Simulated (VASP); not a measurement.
A run of VASP 6.6.1:

Contents of INCAR:

```
SYSTEM = AgCl
ALGO = Normal
EDIFF = 1E-7
ENCUT = 520
GGA = PS
ISIF = 2
ISMEAR = 0
LASPH = .TRUE.
LCHARG = .FALSE.
LREAL = .FALSE.
LWAVE = .FALSE.
NBANDS = 16
NELM = 100
PREC = Accurate
SIGMA = 0.02
```

Contents of KPOINTS:

```
k-points
0
G
  8 8 8
  0 0 0
```

POSCAR

```
AgCl
1.0
    0.0000000000      2.6943648085      2.6943648085
    2.6943648085      0.0000000000      2.6943648085
    2.6943648085      2.6943648085      0.0000000000
Ag Cl
1 1
Direct
    0.5000000000      0.5000000000      0.5000000000
    0.0000000000      0.0000000000      0.0000000000
```

Potentials or basis: VASP PAW PBE potentials, release 64 (Ag, Cl).

Launch:

```console
$ cat potpaw_PBE.64/Ag/POTCAR potpaw_PBE.64/Cl/POTCAR > POTCAR
$ mpirun -np 1 vasp_std > vasp.out
```

Hardware: 1 thread of Intel(R) Xeon(R) Platinum 8259CL CPU @ 2.50GHz (Skylake/Cascade Lake) (shared host).

Estimate the wall time of this run.

It took 15 s on 1 thread of Intel(R) Xeon(R) Platinum 8259CL CPU @ 2.50GHz (Skylake/Cascade Lake), on a shared host, peak memory 0.16 GiB. Counts: scf iterations 12, k points 29.
